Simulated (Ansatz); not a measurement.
# TaAs in Ansatz: the effect of Hubbard term

The system is TaAs.

```
Ta As
1.0
    -1.72181    1.72181    5.86794
     1.72181   -1.72181    5.86794
     1.72181    1.72181   -5.86794
Ta As
2 2
Direct
  0.49997 0.49997 0.00000
  0.24997 0.74997 0.50000
  0.08263 0.08263 0.00000
  0.83263 0.33263 0.50000
```

The cell is a database's computed one.

Alike in all runs:

| Quantity | Value |
| --- | --- |
| Program | Ansatz 0.2.0 |
| Task | band structure |
| Functional | LDA |
| Potentials or basis | Ansatz PAW |
| Cutoff | 420 eV (not typed: the program's choice for these potentials) |
| k mesh | 11 × 11 × 11 |
| Occupations | fermi-dirac, width 0.05 eV |
| Spin | no spin polarisation |
| Path | [["G", "X", "Y", "S", "G", "Z", "S1", "N", "P", "Y1", "Z"], ["X", "P"]] |
| Points for each segment of the path | 14 |
| Hubbard projectors | ortho-atomic (the default) |
| Double counting | fll (the default) |

| Hubbard term | pressure (GPa) |
| --- | --- |
| none | -7.5 |
| Ta d U = 1 eV | -7.1 |
| Ta d U = 2 eV | -6.5 |
| Ta d U = 3 eV | -6.0 |
| Ta d U = 4 eV | -5.4 |
| Ta d U = 5 eV | -4.7 |
| Ta d U = 6 eV | ? |

Task: What does the run with Hubbard term Ta d U = 6 eV give?

Result: Pressure -3.9 GPa.

Worked out: A parabola through the other rows of the pressure, of slope 0.747 GPa per eV there, extrapolates to -4.0 GPa, against the run's -3.9.

Caveats: the PAW data sets come from PBE, with cores solved anew for the run's functional, which leaves a small shift of forces and pressure; U without spin polarisation on a metal has little footing (some runs); the U is typed as a test and isn't derived for this compound (some runs).
